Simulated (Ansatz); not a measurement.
**NaI under changes of volume**

One of the cells (33.899 Å³/atom); the others are scaled copies at fixed shape and fractional positions:

```
I Na
1.0
     0.00000    3.23640    3.23640
     3.23640    0.00000    3.23640
     3.23640    3.23640    0.00000
I Na
1 1
Direct
  0.50000 0.50000 0.50000
  0.00000 0.00000 0.00000
```

| Item | Value |
| --- | --- |
| Program | Ansatz 0.2.0 |
| Functional | PBE |
| Potentials or basis | Ansatz PAW |
| Cutoff | 420 eV (not typed: the program's choice for these potentials) |
| k mesh | 7 × 7 × 7 |
| Occupations | fermi-dirac, width 0.05 eV |
| Spin | no spin polarisation |

```tsv
volume (Å³/atom)	energy over the lowest point (meV/atom)	pressure (GPa)	gap on the mesh (eV)
31.865	13.68	1.6	3.82
32.543	7.73	1.2	3.76
33.221	3.59	0.8	3.70
33.899	1.07	0.4	3.64
34.577	0.00	0.1	3.59
35.255	0.22	-0.2	3.54
35.933	?	?	?
```

**Question.** What does the run at 35.933 Å³/atom give?

**Answer.** Energy over the lowest point 1.60 meV/atom; pressure -0.5 GPa; gap on the mesh 3.50 eV.

Worked out: A Birch-Murnaghan fit of order 3 (a polynomial in V^(-2/3)) to the other rows has its minimum at 34.79 Å³/atom with B0 = V·E''(V) = 15.1 GPa and B' = 4.7. It gives 1.60 meV/atom at 35.933 Å³/atom, against the run's 1.60, and -dE/dV = -0.5 GPa, against -0.5. A straight line through the other rows of the gap, of slope -2.79 eV per unit of ln V (its deformation potential), extrapolates to 3.48 eV, against the run's 3.50.

Energies are extrapolated to zero smearing.

Caveats: odd divisions of the mesh miss points on the zone boundary, where band edges often lie, so the gap on the mesh can be too wide; spin-orbit coupling is left out, which moves the levels of the heavy elements.
